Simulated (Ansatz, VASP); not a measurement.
## One calculation of Sr, two programs

```
Sr
1.0
     0.00000    3.04235    3.04235
     3.04235    0.00000    3.04235
     3.04235    3.04235    0.00000
Sr
1
Direct
  0.00000 0.00000 0.00000
```

Alike in both runs: task single point; functional PBE; k mesh 16 × 16 × 16; occupations gaussian, width 0.15 eV; no spin polarisation.

|  | VASP | Ansatz |
| --- | --- | --- |
| version | VASP 6.6.1 | Ansatz 0.2.0 |
| potentials or method | VASP PAW PBE potentials, release 64 (Sr_sv) | scalar-relativistic, plane waves, PAW |
| plane-wave cutoff (eV) | 520 | 420 |
| valence electrons in the cell | 10 | 10 |

```csv
,VASP,Ansatz,Ansatz less VASP
gap on the k mesh at the Fermi level (eV),none,none,-
pressure (GPa),-0.3,-0.3,-0.01
```

A gap of «none» marks a metal or a gap that the smearing closes. With one functional, cell and mesh, what is left measures potentials, basis and numerics.
